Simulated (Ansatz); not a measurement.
# BaTiO3: input and output

input.yaml (Ansatz 0.2.0)

```yaml
crystal:
  lattice:
    - [-7.89383835, 0.0, 0.0]
    - [0.0, -2.80389534, 2.81032516]
    - [0.0, 2.80389534, 2.81032516]
  atoms:
    - { symbol: Ba, position: [0.0, 0.0, 0.0] }
    - { symbol: Ba, position: [0.5, 0.0, 0.0] }
    - { symbol: Ti, position: [0.25, 0.51, 0.51] }
    - { symbol: Ti, position: [0.75, 0.51, 0.51] }
    - { symbol: O, position: [0.0, 0.49, 0.49] }
    - { symbol: O, position: [0.5, 0.49, 0.49] }
    - { symbol: O, position: [0.25, 0.984, 0.49] }
    - { symbol: O, position: [0.75, 0.984, 0.49] }
    - { symbol: O, position: [0.25, 0.49, 0.984] }
    - { symbol: O, position: [0.75, 0.49, 0.984] }
kpoints:
  mp_grid: { grid: [3, 5, 5], shift: [0.0, 0.5, 0.5] }
  band_path:
    path:
      - [0.0, 0.0, 0.0]
      - [0.0, 0.0, 0.5]
      - [-1.0, 0.0, 0.5]
      - [-1.0, 0.0, 0.0]
      - [-1.0, 0.5, 0.5]
    npoints: 13
magnetization:
  spin_polarized: true
scf:
  occupations: { method: gaussian, width: 0.0115 }
  lower_state_search: "off"
  max_iter: 200
hamiltonian:
  pseudopotentials: { kind: paw }
  xc: r2scan
basis:
  ecutwfc: 500
  fft_grid_basis: typed
output:
  forces: true
  stress: true
  eigenvalues: true
  bader: true
  populations: true
  elf: true
  write_potential: true
  volumetric_format: npy
  dos:
    e_range: [-12, 8]
    de: 0.05
    projected: { site_lists: { Ba: [Ba], O: [O], Ti: [Ti] } }
checkpoint:
  read: saved_state
```

The run starts from an earlier solution of this cell. The state carries no moments; the state need not be the lowest.

Output (shortened):

```
SCF iter   1: F=-20367.5671 eV  Δρ=1.87e-3  dr2=1.40e-3  dr2_τ=1.45e-3  dr2_m=0.00e0  M=0.000 μB ∫|m|=0.000 μB
SCF iter   2: F=-20367.5680 eV  Δρ=1.34e-3  dr2=6.08e-4  dr2_τ=3.98e-4  dr2_m=0.00e0  M=0.000 μB ∫|m|=0.000 μB
SCF iter   3: F=-20367.5682 eV  Δρ=5.95e-4  dr2=1.56e-4  dr2_τ=7.83e-5  dr2_m=0.00e0  M=0.000 μB ∫|m|=0.000 μB
SCF iter   4: F=-20367.5683 eV  Δρ=4.34e-5  dr2=7.90e-6  dr2_τ=3.37e-7  dr2_m=0.00e0  M=0.000 μB ∫|m|=0.000 μB
SCF iter   5: F=-20367.5683 eV  Δρ=1.08e-5  dr2=3.37e-7  dr2_τ=1.44e-8  dr2_m=0.00e0  M=0.000 μB ∫|m|=0.000 μB
SCF iter   6: F=-20367.5683 eV  Δρ=4.02e-6  dr2=7.99e-8  dr2_τ=2.42e-9  dr2_m=0.00e0  M=0.000 μB ∫|m|=0.000 μB
Magnetization: 0.0000 μB (40.0000 up, 40.0000 down)
Absolute magnetization: 0.0000 μB (∫|ρ↑−ρ↓|)
Spin contamination: 0.0000 ħ² per cell (⟨S²⟩ above its minimum at these occupations)
Per-site moments (μB) at R_I (Å): [(0.0, 1.1361), (0.0, 1.1361), (0.0, 0.7768), (0.0, 0.7768), (0.0, 0.8154), (0.0, 0.8154), (0.0, 0.7768), (0.0, 0.7768), (0.0, 0.7768), (0.0, 0.7768)]
Free energy (F): -20367.5683 eV
Harris-Foulkes:  -20367.5683 eV  (|F-HF|=6.01e-8)
Internal energy: -20367.5683 eV  (E = F + TS)
E sigma→0 (E₀):  -20367.5683 eV
Fermi energy:    11.7311 eV
--- Forces (eV/Å), atoms counted from 1 ---
  atom   1  Ba     0.0000     0.0000    -0.0250
  atom   2  Ba     0.0000     0.0000    -0.0250
  atom   3  Ti     0.0000     0.0000     0.0189
  atom   4  Ti     0.0000     0.0000     0.0189
  atom   5  O      0.0000     0.0000    -0.0218
  atom   6  O      0.0000     0.0000    -0.0218
  atom   7  O      0.0000    -0.0024     0.0139
  atom   8  O      0.0000    -0.0024     0.0139
  atom   9  O      0.0000     0.0024     0.0139
  atom  10  O      0.0000     0.0024     0.0139
--- Stress (GPa, compression-positive) ---
        5.8187       0.0000       0.0000
        0.0000       6.1711       0.0000
        0.0000       0.0000       6.0355
  P = ⅓ Tr σ = 6.0085 GPa (60.085 kbar)
--- Löwdin populations: 10 sites ---
  site symbol       q [e]    m [muB]
     0     Ba      8.2116     0.0000
     1     Ba      8.2116     0.0000
     2     Ti     10.7110     0.0000
     3     Ti     10.7110     0.0000
     4      O      6.9204     0.0000
     5      O      6.9204     0.0000
     6      O      6.9074     0.0000
     7      O      6.9074     0.0000
     8      O      6.9074     0.0000
     9      O      6.9074     0.0000
  spilling = 0.0086 (of n_electrons = 80.0000)
```

Total energies depend on the potentials used, so only differences within one code and one set of settings carry meaning.

Origin: a database entry at a rescaled volume. Caveats: the input typed no starting moments.
